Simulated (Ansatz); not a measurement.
# Binding across the interface in twisted h-SiC/h-AlN monolayer on bilayer, 38.21° (42 atoms), part 2 of 3

How much energy holds the two parts of twisted h-SiC/h-AlN monolayer on bilayer, 38.21° (42 atoms) together, how does it fall off with distance, and how much does it hang on the functional?

Ansatz 0.2.0; Kohn-Sham DFT, RPBE+D3(BJ), PAW (set soft_2), plane waves.

So far. Step 2 (Single point at the start): The r.m.s. force at the start is 0.32 eV/Å. Step 3 (Relaxation): The relaxation converged after 11 steps, 4.10 eV below its start, with a largest force component of 0.011 eV/Å.

## 4. Single point at the relaxed geometry

The electronic structure is read at the final geometry, in a run of its own.

File input.yaml:

```yaml
crystal:
  lattice:
    - [8.2415, 0.0, 0.0]
    - [-4.12075, 7.13735, 0.0]
    - [0.0, 0.0, 18.58]
  atoms:
    - { symbol: Si, position: [0.18954, 0.23927, 0.35787] }
    - { symbol: C, position: [0.23964, 0.05029, 0.35336] }
    - { symbol: Si, position: [0.33343, 0.66684, 0.35476] }
    - { symbol: C, position: [0.38183, 0.47732, 0.35193] }
    - { symbol: Si, position: [0.47995, 0.09945, 0.35797] }
    - { symbol: C, position: [0.52296, 0.90475, 0.35192] }
    [... 30 atom lines left out ...]
    - { symbol: Al, position: [0.05256, 0.24268, 0.64526] }
    - { symbol: "N", position: [0.09156, 0.47989, 0.65463] }
    - { symbol: Al, position: [0.75746, 0.81045, 0.64523] }
    - { symbol: "N", position: [0.81482, 0.05224, 0.65078] }
    - { symbol: Al, position: [0.91077, 0.5337, 0.6345] }
    - { symbol: "N", position: [0.94789, 0.76314, 0.65078] }
kpoints:
  mp_grid: { grid: [3, 3, 1] }
hamiltonian:
  xc: rpbe
  dispersion: d3bj
scf:
  occupations: { method: fixed }
output:
  forces: true
  populations: true
  dos:
    method: { smearing: { sigma: 0.1 } }
    de: 0.1
    projected:
      site_lists:
        Al: [Al]
        C: [C]
        "N": ["N"]
        Si: [Si]
        layer_1: [0, 1, 2, 3, 4, 5, 6, 7, 8, 9, 10, 11, 12, 13]
        layer_2: [14, 15, 16, 17, 18, 19, 20, 21, 22, 23, 24, 25, 26, 27]
        layer_3: [28, 29, 30, 31, 32, 33, 34, 35, 36, 37, 38, 39, 40, 41]
  eigenvalues: true
  write_density: true
  write_potential: true
  volumetric_format: npy
```

Launch:

```bash
> ansatz run input.yaml --threads 4 --pin off --max-ram 8192MiB --backend cpu --events-out ev --progress --plain --runs-dir out
```

Standard output:

```text
[...]
Crystal: 42 atoms, lattice volume = 1092.921 Å³
Basis set: ecut = 420 eV, 21369 PW (Γ), exchange–correlation on 120×120×250 points (8 copies of the dense FFT grid, shifted against one another)
Bands: 126, of which v1, the nominal top of the filled ones, is band 84 counted from 1 (83 counted from 0)
Symmetry: 1 space group operations
[...]
k-points: 5 of 9 (time reversal used)
[...]
SCF iter   1: F=—  HF=-18996.816620 eV  |F-HF|=—  |Δ(HF+E_count)|=         —  Δρ=3.81e-3  dr2=3.99e-1  ethr=1.77e-3  ⟨swp⟩=5.2  Hψ=2877  notcnv=0  defer=191
[...]
SCF iter   9: F=-18996.760396 eV  HF=-18996.760396 eV  |F-HF|=1.99e-8  |Δ(HF+E_count)|=   2.95e-7  Δρ=2.01e-6  dr2=3.77e-8  ethr=5.95e-11  ⟨swp⟩=35.6  Hψ=8420  notcnv=0
[...]
SCF 1 converged in 9 iterations: F = -18996.760396 eV  dr2 = 3.77e-8
[...]
WARN: The output density's exchange-correlation potential varies sharply where the density is thin. Do not read a vacuum level from v_tot or v_xc, or from such a field of the output density. On a cell that repeats whose density bears no net charge and no dipole along the vacuum's axis use v_es (v_loc + v_h of the components); [...]
SCF converged after 9 iterations
Free energy (F): -18996.760396 eV
[...]
Internal energy: -18996.760396 eV  (E = F + TS)
E sigma→0 (E₀):  -18996.760396 eV
Fermi energy:    0.863925 eV
[...]
--- Forces (eV/Å), atoms counted from 1 ---
  atom   1  Si    -0.00049026    -0.00018094    -0.00875472
  atom   2  C      0.00358920    -0.00462428     0.00865577
  atom   3  Si     0.00039729    -0.00045107    -0.00567722
  atom   4  C     -0.00318017    -0.00023040     0.01092254
  atom   5  Si    -0.00485959     0.00014015    -0.00577253
  atom   6  C      0.00025160    -0.00192479     0.01074013
  atom   7  Si     0.00107781     0.00444903    -0.00530201
  atom   8  C      0.00142234    -0.00126064     0.00593926
  atom   9  Si     0.00082802    -0.00026380    -0.00877516
  atom  10  C     -0.00537565     0.00099305     0.00907707
  atom  11  Si     0.00207137    -0.00476413    -0.00519799
  atom  12  C      0.00355469     0.00614045     0.00822659
  atom  13  Si    -0.00122126    -0.00106914    -0.00923853
  atom  14  C      0.00122814     0.00285510     0.01117874
[...]
atom  41  Al     0.00066748     0.00982824    -0.00731575
  atom  42  N     -0.00348963    -0.00168071     0.00858034
  max |Σ_I F_I| component: 1.24e-4 eV/Å
--- Band table (eV; the first three rows and the last of 5) ---
[...]
--- Löwdin populations: 42 sites ---
  site symbol       q [e]
     0     Si      2.8622
     1      C      4.9679
     2     Si      2.8715
[...]
41      N      6.0800
  spilling = 0.012346 (of n_electrons = 168.000000)
```

It took 38 s on 4 threads of Arm Neoverse V2, shared host; peak memory 2.8 GiB; 2.5 min of CPU time.

The program notes that the exchange-correlation potential is rough where the density is thin.

Numbers from this run:

| Item | Value |
| --- | --- |
| free energy | -18996.7604 eV |
| free energy per atom | -452.3038 eV/atom |
| SCF cycles | 9 |
| r.m.s. force component | 0.00577 eV/Å |
| longest force | 0.01368 eV/Å |
| Fermi energy | 0.8639 eV |
| gap (highest filled to lowest empty level) | 1.014 eV |
| spilling of the projection | 0.01235 |

Löwdin charges by element and coordination (they lack the spilled electrons, 0.049 e an atom on average):

| element | coordination | atoms | mean charge (e) | spread | least | most |
| --- | --- | --- | --- | --- | --- | --- |
| Al | all | 7 | 1.15 | 0.0067 | 1.14 | 1.16 |
| C | all | 14 | -0.993 | 0.0248 | -1.04 | -0.968 |
| N | all | 7 | -1.07 | 0.0142 | -1.08 | -1.04 |
| Si | all | 14 | 1.10 | 0.0493 | 1.04 | 1.18 |

By region:

| region | atoms | mean length of the force (eV/Å) |
| --- | --- | --- |
| layer 1 | 14 | 0.009 |
| layer 2 | 14 | 0.01 |
| layer 3 | 14 | 0.01 |

States in the cell by windows of 1 eV, zero at the Fermi level; the larger projections on atomic orbitals stand beside the total:

| from (eV) | to (eV) | total | layer 1 | C p | layer 2 | layer 3 | Si p | N p |
| --- | --- | --- | --- | --- | --- | --- | --- | --- |
| -10 | -9 | 0.0 | 0.0 | 0.0 | 0.0 | 0.0 | 0.0 | 0.0 |
| -9 | -8 | 6.6 | 4.7 | 3.3 | 1.8 | 0.1 | 0.9 | 0.0 |
| -8 | -7 | 7.7 | 3.1 | 3.7 | 4.3 | 0.2 | 1.1 | 0.1 |
| -7 | -6 | 7.6 | 3.3 | 3.5 | 3.7 | 0.6 | 1.8 | 0.4 |
| -6 | -5 | 14.7 | 5.8 | 5.4 | 4.5 | 4.3 | 3.5 | 2.8 |
| -5 | -4 | 17.4 | 6.2 | 6.8 | 5.4 | 5.6 | 3.9 | 3.9 |
| -4 | -3 | 20.7 | 7.7 | 9.4 | 6.6 | 6.2 | 4.3 | 4.6 |
| -3 | -2 | 19.9 | 5.3 | 8.5 | 6.5 | 7.8 | 3.0 | 6.1 |
| -2 | -1 | 17.6 | 2.8 | 5.3 | 3.5 | 10.8 | 1.0 | 9.3 |
| -1 | 0 | 12.8 | 2.1 | 5.8 | 4.9 | 5.4 | 1.1 | 4.8 |
| 0 | 1 | 1.1 | 0.3 | 0.4 | 0.4 | 0.4 | 0.2 | 0.4 |
| 1 | 2 | 6.1 | 4.0 | 1.2 | 1.3 | 0.3 | 3.4 | 0.2 |
| 2 | 3 | 7.6 | 3.3 | 1.3 | 2.6 | 0.9 | 3.7 | 0.2 |
| 3 | 4 | 13.2 | 5.5 | 2.2 | 4.0 | 1.3 | 4.3 | 0.3 |
| 4 | 5 | 17.5 | 5.1 | 2.3 | 4.4 | 3.9 | 3.6 | 0.6 |

With fixed occupations the program's Fermi level is the highest filled level; weight inside the gap is the broadening of levels at its edges.

Between -16 and -10 eV lie 42 more states.

The levels nearest the highest filled one (over half full), pooled over k-points and spins:

| level less the highest filled one (eV) | occupation |
| --- | --- |
| -0.036 | 2 |
| -0.0359 | 2 |
| -0.0358 | 2 |
| -0.0266 | 2 |
| -0.026 | 2 |
| 0 | 2 |
| 1.01 | 0 |
| 1.27 | 0 |
| 1.27 | 0 |
| 1.27 | 0 |
| 1.50 | 0 |
| 1.50 | 0 |

Planar average of the electrostatic potential energy along the normal, with the Fermi level as zero, after a running mean with a triangular window 4 Å wide at its base:

| height (Å) | potential energy (eV) |
| --- | --- |
| 0.0 | 4.90 |
| 0.6 | 4.85 |
| 1.0 | 4.82 |
| 1.6 | 4.77 |
| 2.1 | 4.73 |
| 2.7 | 4.67 |
| 3.1 | 4.62 |
| 3.7 | 4.43 |
| 4.2 | 3.95 |
| 4.8 | 1.92 |
| 5.2 | -0.73 |
| 5.8 | -4.74 |
| 6.4 | -7.85 |
| 6.8 | -8.40 |
| 7.4 | -7.73 |
| 7.9 | -7.43 |
| 8.5 | -7.53 |
| 8.9 | -7.97 |
| 9.5 | -7.47 |
| 10.0 | -6.05 |
| 10.6 | -4.45 |
| 11.0 | -3.87 |
| 11.6 | -3.89 |
| 12.0 | -3.79 |
| 12.6 | -2.09 |
| 13.2 | 0.72 |
| 13.7 | 2.68 |
| 14.3 | 4.44 |
| 14.7 | 4.97 |
| 15.3 | 5.12 |
| 15.8 | 5.11 |
| 16.4 | 5.08 |
| 16.8 | 5.04 |
| 17.4 | 5.00 |
| 17.8 | 4.96 |
| 18.4 | 4.91 |

Electrostatic potential energy in the ca plane at fractional y = 0.050, with atoms of C and Si and N within 0.2 Å of it. With pseudopotentials it is smooth inside the atoms' cores, unlike the true potential.

Ten even steps from '0' (-32 eV) to '9' (6 eV), each cell a mean:
```
99999999999999888899743799999999999999999999
99999999999999877888766899987799999999999999
99999999999998644688767899950179999999999999
99999999999998622688878899930059999999999999
99999999999998755789888999962389999999999999
99999999999999877899866898755689999999999999
99999999999999988899755788545479999999999999
99999999999999877898766887456469999999999999
99999999999998633688877888544589999999999999
99999999999997200278888998876899999999999999
99999999999997200278889999998999999999999999
99999999999998522588878899998999999999999999
99999999999999745787533689877789999999999999
99999999999998300686100378865579999999999999
99999999999998200585000178854579999999999999
99999999999999623787301589876789999999999999
99999999999999888898755799988899999999999999
99999999999999888899721699999999999999999999
99999999999999988999600599999999999999999999
```
Columns run along c (18.6 Å; values clipped at the 3rd and 97th percentile), rows up along a (8.2 Å). Atoms in or near the plane, at fractional coordinates: C at (0.35, 0.24), Si at (0.49, 0.24), N at (0.65, 0.81).

Valence density in the ca plane at fractional y = 0.050, with atoms of C and Si and N within 0.2 Å of it. It is the smooth field of the valence electrons, not physical close to the nuclei.

Ten steps, logarithmic in the rise over the least value, from '0' (0.0 e/Å³) to '9' (3.4 e/Å³), each cell a mean:
```
00000000000012344334677642234431000000000000
00000000000013565434566532357653100000000000
00000000000024566543444322479974100000000000
00000000000023566533444323589974100000000000
00000000000013454433455433479863100000000000
00000000000012344334577543456642100000000000
00000000000012444334677643333332000000000000
00000000000013455434566543322331000000000000
00000000000023566533455433334432100000000000
00000000000023555433333222345542100000000000
00000000000023444433333222345532100000000000
00000000000023566533344322234432000000000000
00000000000024677544455432233321000000000000
00000000000125788644434432344432100000000000
00000000000125788644433433355542100000000000
00000000000024677544555533356542100000000000
00000000000013455434577542345532100000000000
00000000000012333334678642233321000000000000
00000000000001233224688742222221000000000000
```
Columns run along c (18.6 Å), rows up along a (8.2 Å). Atoms in or near the plane, at fractional coordinates: C at (0.35, 0.24), Si at (0.49, 0.24), N at (0.65, 0.81).

The highest filled and lowest empty levels differ by 1.01 eV (on the run's k-points); a semilocal functional tends to put such gaps too low. Mean Löwdin charges: Al +1.15, C -0.99, N -1.07, Si +1.10 e (they miss 1.2 % of the electrons, so they add up to more than the cell's charge). The potential slopes across the vacuum by 0.081 eV/Å: the slab bears a dipole, and with periodic images along the normal there is no flat vacuum level to read.

## 5. The lower part alone

The lower part (layer 1 and layer 2) is solved alone, atoms held, in the same cell.

File input.yaml:

```yaml
crystal:
  lattice:
    - [8.2415, 0.0, 0.0]
    - [-4.12075, 7.13735, 0.0]
    - [0.0, 0.0, 18.58]
  atoms:
    - { symbol: Si, position: [0.18954, 0.23927, 0.35787] }
    - { symbol: C, position: [0.23964, 0.05029, 0.35336] }
    - { symbol: Si, position: [0.33343, 0.66684, 0.35476] }
    - { symbol: C, position: [0.38183, 0.47732, 0.35193] }
    - { symbol: Si, position: [0.47995, 0.09945, 0.35797] }
    - { symbol: C, position: [0.52296, 0.90475, 0.35192] }
    [... 16 atom lines left out ...]
    - { symbol: Si, position: [0.94768, 0.1866, 0.4905] }
    - { symbol: C, position: [4.0e-05, 0.00016, 0.49755] }
    - { symbol: Si, position: [0.09552, 0.61709, 0.48899] }
    - { symbol: C, position: [0.14285, 0.42463, 0.49732] }
    - { symbol: Si, position: [0.23883, 0.05249, 0.49047] }
    - { symbol: C, position: [0.28171, 0.85733, 0.49729] }
kpoints:
  mp_grid: { grid: [3, 3, 1] }
hamiltonian:
  xc: rpbe
  dispersion: d3bj
scf:
  occupations: { method: fermi_dirac, width: 0.05 }
output:
  forces: true
  eigenvalues: true
  write_density: true
  write_potential: true
  volumetric_format: npy
```

Standard output:

```text
[...]
Crystal: 28 atoms, lattice volume = 1092.921 Å³
Basis set: ecut = 420 eV, 21369 PW (Γ), exchange–correlation on 120×120×250 points (8 copies of the dense FFT grid, shifted against one another)
Bands: 84, of which v1, the nominal top of the filled ones, is band 56 counted from 1 (55 counted from 0)
Symmetry: 1 space group operations
[...]
k-points: 5 of 9 (time reversal used)
[...]
SCF iter   1: F=—  HF=-12489.587073 eV  |F-HF|=—  |Δ(HF+E_count)|=         —  Δρ=3.43e-3  dr2=3.26e-1  ethr=1.77e-3  ⟨swp⟩=10.4  Hψ=2759  notcnv=0  defer=57
[...]
SCF iter   8: F=—  HF=-12489.525983 eV  |F-HF|=—  |Δ(HF+E_count)|=   8.24e-7  Δρ=3.52e-6  dr2=1.34e-7  ethr=1.43e-9  ⟨swp⟩=2.0  Hψ=587  notcnv=0  defer=98
SCF iter   9: F=-12489.525983 eV  HF=-12489.525983 eV  |F-HF|=3.31e-9  |Δ(HF+E_count)|=   1.32e-7  Δρ=1.13e-6  dr2=1.96e-8  ethr=8.93e-11  ⟨swp⟩=32.6  Hψ=4847  notcnv=0
[...]
SCF 1 converged in 9 iterations: F = -12489.525983 eV  dr2 = 1.96e-8
[...]
SCF converged after 9 iterations
Free energy (F): -12489.525983 eV
[...]
Internal energy: -12489.525982 eV  (E = F + TS)
E sigma→0 (E₀):  -12489.525982 eV
Entropy (-TS):   -0.000001 eV (-0.000 meV/atom)
Fermi energy:    -0.346426 eV
[...]
Σ components = -12489.525983   (vs F -12489.525983, Δ=0.00e0)
--- Forces (eV/Å), atoms counted from 1 ---
  atom   1  Si    -0.03098513    -0.02412391    -0.07613212
  atom   2  C      0.01015279    -0.02236195    -0.00454335
  atom   3  Si     0.00052223    -0.00066621     0.16892804
  atom   4  C     -0.02096948    -0.15194379     0.01625557
[...]
atom  28  C      0.37751519     0.14926383     0.03286028
  max |Σ_I F_I| component: 8.44e-5 eV/Å
--- Band table (eV; the first three rows and the last of 5) ---
[...]
```

It took 21 s on 4 threads; peak memory 2 GiB.

## 6. The upper part alone

The upper part (layer 3) is solved alone in the same way (parts and shifted cells take a small Fermi–Dirac smearing, in case cut bonds close the gap).

input.yaml, the sections that differ from step 5:

```yaml
crystal:
  lattice:
    - [8.2415, 0.0, 0.0]
    - [-4.12075, 7.13735, 0.0]
    - [0.0, 0.0, 18.58]
  atoms:
    - { symbol: Al, position: [0.6225, 0.08936, 0.63452] }
    - { symbol: "N", position: [0.66659, 0.33355, 0.61867] }
    - { symbol: Al, position: [0.46645, 0.37762, 0.63449] }
    - { symbol: "N", position: [0.52024, 0.61224, 0.65461] }
    - { symbol: Al, position: [0.18967, 0.94762, 0.64528] }
    - { symbol: "N", position: [0.23702, 0.18536, 0.65084] }
    - { symbol: Al, position: [0.33323, 0.66691, 0.65099] }
    - { symbol: "N", position: [0.38787, 0.90859, 0.65465] }
    - { symbol: Al, position: [0.05256, 0.24268, 0.64526] }
    - { symbol: "N", position: [0.09156, 0.47989, 0.65463] }
    - { symbol: Al, position: [0.75746, 0.81045, 0.64523] }
    - { symbol: "N", position: [0.81482, 0.05224, 0.65078] }
    - { symbol: Al, position: [0.91077, 0.5337, 0.6345] }
    - { symbol: "N", position: [0.94789, 0.76314, 0.65078] }
# kpoints, hamiltonian, scf, output: as in step 5
```

Standard output:

```text
[...]
Crystal: 14 atoms, lattice volume = 1092.921 Å³
Basis set: ecut = 420 eV, 21369 PW (Γ), exchange–correlation on 120×120×250 points (8 copies of the dense FFT grid, shifted against one another)
Bands: 42, of which v1, the nominal top of the filled ones, is band 28 counted from 1 (27 counted from 0)
Symmetry: 1 space group operations
[...]
k-points: 5 of 9 (time reversal used)
[...]
SCF iter   1: F=—  HF=-6501.101996 eV  |F-HF|=—  |Δ(HF+E_count)|=         —  Δρ=1.70e-3  dr2=4.53e-2  ethr=1.77e-3  ⟨swp⟩=10.8  Hψ=1442  notcnv=0  defer=13
[...]
SCF iter   7: F=—  HF=-6501.108673 eV  |F-HF|=—  |Δ(HF+E_count)|=   1.89e-6  Δρ=3.85e-6  dr2=1.81e-7  ethr=7.52e-9  ⟨swp⟩=2.0  Hψ=313  notcnv=0  defer=31
SCF iter   8: F=-6501.108673 eV  HF=-6501.108673 eV  |F-HF|=1.56e-9  |Δ(HF+E_count)|=   3.66e-7  Δρ=1.82e-6  dr2=5.10e-8  ethr=1.79e-10  ⟨swp⟩=28.2  Hψ=2275  notcnv=0
SCF 1 converged in 8 iterations: F = -6501.108673 eV  dr2 = 5.10e-8
[...]
SCF converged after 8 iterations
Free energy (F): -6501.108673 eV
[...]
Internal energy: -6501.108673 eV  (E = F + TS)
E sigma→0 (E₀):  -6501.108673 eV
Fermi energy:    -2.150124 eV
[...]
Σ components = -6501.108673   (vs F -6501.108673, Δ=0.00e0)
--- Forces (eV/Å), atoms counted from 1 ---
  atom   1  Al    -0.89122285     1.80965665     0.40895581
  atom   2  N     -0.00313987     0.00112915     0.24711347
  atom   3  Al     2.01191945    -0.13207866     0.41272641
  atom   4  N     -0.19994052     0.70144256    -0.67011595
[...]
atom  14  N      0.38023621     0.27509874    -0.63882131
  max |Σ_I F_I| component: 5.01e-4 eV/Å
--- Band table (eV; the first three rows and the last of 5) ---
[...]
```

Wall time 8.6 s (4 threads); peak memory 1.3 GiB; 33 s of CPU time.

The whole (-18996.760 eV) less the lower (-12489.526 eV) and the upper part (-6501.109 eV) leaves -6.126 eV.

## 7. Upper part moved by +0.3 Å

Moving the upper part rigidly maps the well in which it sits.

File input.yaml:

```yaml
crystal:
  lattice:
    - [8.2415, 0.0, 0.0]
    - [-4.12075, 7.13735, 0.0]
    - [0.0, 0.0, 18.58]
  atoms:
    - { symbol: Si, position: [0.18954, 0.23927, 0.35787] }
    - { symbol: C, position: [0.23964, 0.05029, 0.35336] }
    - { symbol: Si, position: [0.33343, 0.66684, 0.35476] }
    - { symbol: C, position: [0.38183, 0.47732, 0.35193] }
    - { symbol: Si, position: [0.47995, 0.09945, 0.35797] }
    - { symbol: C, position: [0.52296, 0.90475, 0.35192] }
    [... 30 atom lines left out ...]
    - { symbol: Al, position: [0.05256, 0.24268, 0.66141] }
    - { symbol: "N", position: [0.09156, 0.47989, 0.67078] }
    - { symbol: Al, position: [0.75746, 0.81045, 0.66138] }
    - { symbol: "N", position: [0.81482, 0.05224, 0.66693] }
    - { symbol: Al, position: [0.91077, 0.5337, 0.65065] }
    - { symbol: "N", position: [0.94789, 0.76314, 0.66693] }
kpoints:
  mp_grid: { grid: [3, 3, 1] }
hamiltonian:
  xc: rpbe
  dispersion: d3bj
scf:
  occupations: { method: fermi_dirac, width: 0.05 }
output:
  forces: true
  eigenvalues: true
```

Standard output:

```text
[...]
Crystal: 42 atoms, lattice volume = 1092.921 Å³
Basis set: ecut = 420 eV, 21369 PW (Γ), exchange–correlation on 120×120×250 points (8 copies of the dense FFT grid, shifted against one another)
Bands: 126, of which v1, the nominal top of the filled ones, is band 84 counted from 1 (83 counted from 0)
Symmetry: 1 space group operations
[...]
k-points: 5 of 9 (time reversal used)
[...]
SCF iter   1: F=—  HF=-18995.922338 eV  |F-HF|=—  |Δ(HF+E_count)|=         —  Δρ=3.67e-3  dr2=3.84e-1  ethr=1.77e-3  ⟨swp⟩=9.6  Hψ=3903  notcnv=0  defer=111
[...]
SCF iter   9: F=-18995.868749 eV  HF=-18995.868749 eV  |F-HF|=1.35e-8  |Δ(HF+E_count)|=   8.21e-8  Δρ=1.47e-6  dr2=3.49e-8  ethr=5.95e-11  ⟨swp⟩=15.4  Hψ=2412  notcnv=0
SCF 1 converged in 9 iterations: F = -18995.868749 eV  dr2 = 3.49e-8
[...]
SCF converged after 9 iterations
Free energy (F): -18995.868749 eV
[...]
Internal energy: -18995.868742 eV  (E = F + TS)
E sigma→0 (E₀):  -18995.868746 eV
Entropy (-TS):   -0.000006 eV (-0.000 meV/atom)
Fermi energy:    1.342443 eV
[...]
--- Forces (eV/Å), atoms counted from 1 ---
  atom   1  Si     0.00101255     0.00183098    -0.02709358
  atom   2  C      0.00686292    -0.05015194     0.00486733
  atom   3  Si     0.00051861    -0.00056750     0.04741763
  atom   4  C     -0.00094606    -0.04643432     0.01489046
  atom   5  Si    -0.02851171     0.01048321     0.06029318
  atom   6  C      0.03896639     0.02326932     0.01492021
  atom   7  Si     0.02169932     0.01968613     0.06111609
  atom   8  C      0.00161439    -0.00136013    -0.00040918
  atom   9  Si    -0.00152349     0.00013642    -0.02711173
  atom  10  C     -0.04663935     0.02076117     0.00534448
  atom  11  Si     0.00487291    -0.03037328     0.06092471
  atom  12  C      0.04132971     0.03180046     0.00440288
  atom  13  Si    -0.00019585    -0.00326996    -0.02749818
  atom  14  C     -0.03989849     0.02411391     0.01529536
[...]
atom  41  Al    -0.23677029    -0.35270675    -0.42358203
  atom  42  N      0.14837942    -0.00657441    -0.25024792
  max |Σ_I F_I| component: 2.48e-5 eV/Å
--- Band table (eV; the first three rows and the last of 5) ---
[...]
```

Wall time 22 s (4 threads); peak memory 2.6 GiB.

Upper part moved by +0.3 Å: the energy stands 0.892 eV above that of the reference.

## 8. Upper part moved by -0.3 Å

Another point of the curve.

Input and log are left out; they have the form of those shown for this kind of step.

The job ended after 22 s (4 threads of Arm Neoverse V2, shared host; peak memory 2.6 GiB).

Upper part moved by -0.3 Å: the energy stands 1.78 eV above that of the reference.

## 9. Upper part moved by +0.8 Å

Another point of the curve.

Input and log are left out; they have the form of those shown for this kind of step.

Elapsed: 21 s, on 4 threads of Arm Neoverse V2, shared host; peak memory 2.7 GiB.

Upper part moved by +0.8 Å: the energy stands 3.05 eV above that of the reference.

(Part 2 of 3 ends here.)

[Long decimals in the printed logs are rounded to 6 places.]

[Logs are printed without paths, hosts, clocks, repeated set-up lines and the standing remarks that a program may print on its own settings, such as how far it seeks lower states.]

[Hosts, paths, dates, database ids (printed as entryN), source tags and the programs' standing remarks are cut or masked in the printed files.]
